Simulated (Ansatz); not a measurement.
**Mg₂Sn, one cell by several methods**

```
Mg Sn
1.0
     0.00000    3.37950    3.37950
     3.37950    0.00000    3.37950
     3.37950    3.37950    0.00000
Mg Sn
2 1
Cartesian
  1.6898 1.6898 1.6898
  5.0693 5.0693 5.0693
  0.0000 0.0000 0.0000
```

Atom numbers follow the list: Mg1, Mg2, Sn3.

The cell is COD entry 1537878, as deposited and not checked against the literature; nothing was relaxed.

Spin–orbit coupling is left out, though it moves levels of the heavy atoms by tenths of an eV or more.

Levels of theory: DFT, LDA, PAW with Ansatz's default frozen-core files, scalar-relativistic (Ansatz 0.2.0); DFT, LDA, all-electron LAPW, scalar-relativistic (Ansatz 0.2.0).

For PAW: a Γ-centred 11×11×11 k mesh, Fermi–Dirac smearing of 0.08 eV, cutoff 420 eV, no spin polarisation; the PAW files were made with PBE, and the program remakes their frozen cores for this functional. LAPW targets a basis error of 0.5 meV/atom. The Ansatz runs share mesh, smearing and spin set-up. Plane-wave (PAW) pressures include the program's estimate of the Pulay term.

Stress and pressure are positive in compression.

Levels count from the Fermi level.

PAW results:

```tsv
quantity	PAW
pressure (GPa)	-1.81
highest filled level at U (eV)	-1.723
lowest empty level at U (eV)	0.406
highest filled level at Γ (eV)	-9.111
lowest empty level at Γ (eV)	0.037
highest filled level at X (eV)	-0.145
lowest empty level at X (eV)	0.210
```

Q: What does full-potential LAPW give for the same quantities?

A: 
```
                      quantity    LAPW
                pressure (GPa)   -1.79
highest filled level at U (eV)  -1.724
  lowest empty level at U (eV)   0.407
highest filled level at Γ (eV)  -9.112
  lowest empty level at Γ (eV)   0.036
highest filled level at X (eV)  -0.145
  lowest empty level at X (eV)   0.210
```
